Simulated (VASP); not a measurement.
A run of VASP 6.6.1:

INCAR

```
SYSTEM = Sb
PREC     = Accurate       ! precision mode
ENCUT    = 520            ! plane-wave cutoff, eV
EDIFF    = 1E-7           ! SCF threshold, eV
ISMEAR   = 0              ! smearing method
SIGMA    = 0.1            ! smearing width, eV
LREAL    = .False.        ! projectors in reciprocal space
LASPH    = .True.         ! aspherical terms in the spheres
NELM     = 120            ! most SCF steps
ALGO     = Normal         ! electronic algorithm
ISIF     = 3              ! what is computed and relaxed
LWAVE    = .False.        ! write WAVECAR
LCHARG   = .False.        ! write CHGCAR
GGA      = PE             ! functional
IBRION   = 2              ! ionic algorithm
NSW      = 60             ! ionic steps
EDIFFG   = -0.005         ! ionic threshold
POTIM    = 0.3            ! step
```

KPOINTS

```
regular mesh
0
Gamma
  15 15 9
  0 0 0
```

POSCAR

```
Sb                                      
1.0
    3.4236760169      0.0000000000      0.0000000000
   -1.7118380084      2.9649904000      0.0000000000
    0.0000000000     -0.0000000000      5.3882842550
  Sb            
     2
Direct
     0.3333333300000021    0.6666666699999979    0.2500000000000000
     0.6666666699999979    0.3333333300000021    0.7500000000000000
```

Potentials or basis: VASP PAW PBE potentials, release 64 (Sb).

Command:

```sh
$ cat potpaw_PBE.64/Sb/POTCAR > POTCAR
$ mpirun -np 1 vasp_std > vasp.out
```

Hardware: 1 thread of Intel(R) Xeon(R) Platinum 8559C (Emerald Rapids) (shared host).

Estimate the wall time of this run.

Run time: 35 s on 1 thread of Intel(R) Xeon(R) Platinum 8559C (Emerald Rapids), with other jobs on the host, peak memory 0.21 GiB. Counts: scf iterations 12, k points 135, ion steps 1.
